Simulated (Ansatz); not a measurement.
**Si2Ni: from a guess to a relaxed structure**

Where does this trial cell of Si2Ni go when cell and atoms are let free, and does the end survive a random kick?

Program: Ansatz 0.2.0. Level of theory: DFT PBE, scalar-relativistic, plane waves, PAW. These are calculated values, not measurements.

## Step 1: The structure to begin with

It takes space group Fd-3m (No. 227, cubic). The conventional cell has a = 7.006 Å, b = 7.006 Å, c = 7.006 Å, α = 90.00°, β = 90.00°, γ = 90.00°. Si (site symmetry -3m) has 2 Ni at 1.52 Å as nearest neighbours. Ni (site symmetry -43m) has 4 Si at 1.52 Å as nearest neighbours.

As a file:

```cif
data_structure
_symmetry_space_group_name_H-M 'Fd-3m:1'
_symmetry_Int_Tables_number 227
_cell_length_a 7.0058
_cell_length_b 7.0058
_cell_length_c 7.0058
_cell_angle_alpha 90.000
_cell_angle_beta 90.000
_cell_angle_gamma 90.000
_cell_volume 343.85
loop_
_atom_site_label
_atom_site_type_symbol
_atom_site_symmetry_multiplicity
_atom_site_Wyckoff_symbol
_atom_site_fract_x
_atom_site_fract_y
_atom_site_fract_z
_atom_site_occupancy
Si1 Si 16 c 0.12500 0.12500 0.12500 1
Ni1 Ni 8 a 0.25000 0.25000 0.25000 1
```

The cell is invented: random cell by space group and Wyckoff sites (Fd-3m, No. 227). Its size is a rough estimate.

## Step 2: The guess as it stands, on a coarse mesh

Contents of input.yaml:

```yaml
crystal:
  lattice:
    - [0.0, 3.50289229, 3.50289229]
    - [3.50289229, 0.0, 3.50289229]
    - [3.50289229, 3.50289229, 0.0]
  atoms:
    - { symbol: Si, position: [0.625, 0.625, 0.625] }
    - { symbol: Si, position: [0.625, 0.625, 0.125] }
    - { symbol: Si, position: [0.625, 0.125, 0.625] }
    - { symbol: Si, position: [0.125, 0.625, 0.625] }
    - { symbol: Ni, position: [0.75, 0.75, 0.75], spin: 2.0 }
    - { symbol: Ni, position: [0.5, 0.5, 0.5], spin: 2.0 }
basis:
  ecutwfc: 420
kpoints:
  mp_grid: { grid: [4, 4, 4] }
hamiltonian:
  xc: pbe
scf:
  occupations: { method: gaussian, width: 0.1 }
  lower_state_search: "off"
output:
  forces: true
  stress: true
  eigenvalues: true
  populations: true
magnetization:
  spin_polarized: true
```

Started as:

```
$ ansatz run input.yaml --threads 1 --pin off --max-ram 2560MiB --backend cpu --events-out ev --progress --plain --runs-dir out
```

Further runs follow: coarse relaxation; final relaxation; kick test: the unmoved cell on a coarse mesh; kicked and relaxed without symmetry.

What does the calculation give? Wanted: conventional cell; volume; energy over the elements; gap on the mesh.

The runs gave:

| quantity | value |
| --- | --- |
| symmetry at the end (tolerance 0.02 Å) | space group Fd-3m (No. 227) |
| conventional cell | a = 9.659 Å, b = 9.659 Å, c = 9.659 Å, α = 90.00°, β = 90.00°, γ = 90.00° |
| volume | 37.55 Å³/atom |
| energy over the elements | +0.63 eV/atom |
| gap on the mesh | 1.06 eV |

**Reading.** The space group Fd-3m (No. 227) is kept, and the volume per atom grows by 162.1 % from the first guess. The formation energy is positive, so the separate elements lie lower. The kicked cell came back to the same energy, so the end is stable against the distortions that fit this cell and this draw; modes that don't fit the cell aren't tested. Other magnetic orders were not searched.
